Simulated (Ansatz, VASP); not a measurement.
One calculation of SnTe, two programs

```
Sn Te
1.0
     0.00000    3.21174    3.15650
     3.15650    0.00000    3.15650
     3.15650    3.21174    0.00000
Sn Te
1 1
Direct
  0.00000 0.00000 0.00000
  0.50000 0.50000 0.50000
```

Change from the starting cell: strain +0.0175 x Voigt [0, 1, 0, 0, 0, 0], atoms carried along.

Alike in both runs: task single point; functional LDA; k mesh 10 × 10 × 10; occupations gaussian, width 0.03 eV; no spin polarisation.

```csv
,VASP,Ansatz
version,VASP 6.6.1,Ansatz 0.2.0
potentials or method,"VASP PAW LDA potentials, release 64 (Sn_d, Te)","scalar-relativistic, plane waves, PAW"
plane-wave cutoff (eV),520,420
valence electrons in the cell,20,30
```

```csv
,VASP,Ansatz,Ansatz less VASP
gap on the k mesh at the Fermi level (eV),0.07,0.06,-0.013
least direct gap on the mesh (eV),0.07,0.06,-0.013
pressure (GPa),-2.4,-2.4,-0.02
largest component of the traceless stress (GPa),1.26,1.25,-0.010
```

The two sets of potentials don't hold the same shells in valence.

Caveats: spin-orbit coupling is left out, which moves the levels of the heavy elements.
